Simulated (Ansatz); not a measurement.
The parent structure is ZrO$_{2}$ in the fluorite structure (space group Fm-3m, No. 225).

```
ZrO2
1.0
    0.00000     2.54466     2.54466
    2.54466     0.00000     2.54466
    2.54466     2.54466     0.00000
Zr O
1 2
Cartesian
  0.00000   0.00000   0.00000
  1.27233   1.27233   1.27233
  3.81699   3.81699   3.81699
```

Cartesian axes are those of the cell as printed.

All numbers come from r2SCAN (Ansatz, a program for electronic structure, PAW, scalar-relativistic without spin-orbit coupling).

Before the change:

The band gap is 3.89 eV and the pressure is 0.00 GPa. The smallest direct gap is 4.29 eV.

Now apply this change: biaxial strain −1.22 %, plane normal [001], relaxed out of plane (Cartesian); in-plane vectors clamped, the third vector and the atoms free.

Question: What does the calculation give for the band gap, pressure, smallest direct gap and ratio −ε⊥/ε∥ after the change?

Answer: The band gap falls by 0.094 eV to 3.79 eV; the pressure (mean of the normal stresses, compression positive) goes from zero to 5.34 GPa; the smallest direct gap stays 4.29 eV; the ratio −ε⊥/ε∥ comes out as 0.38.

Stability against distortions was not tested. This is not the structure that ZrO2 has at room temperature and ambient pressure.
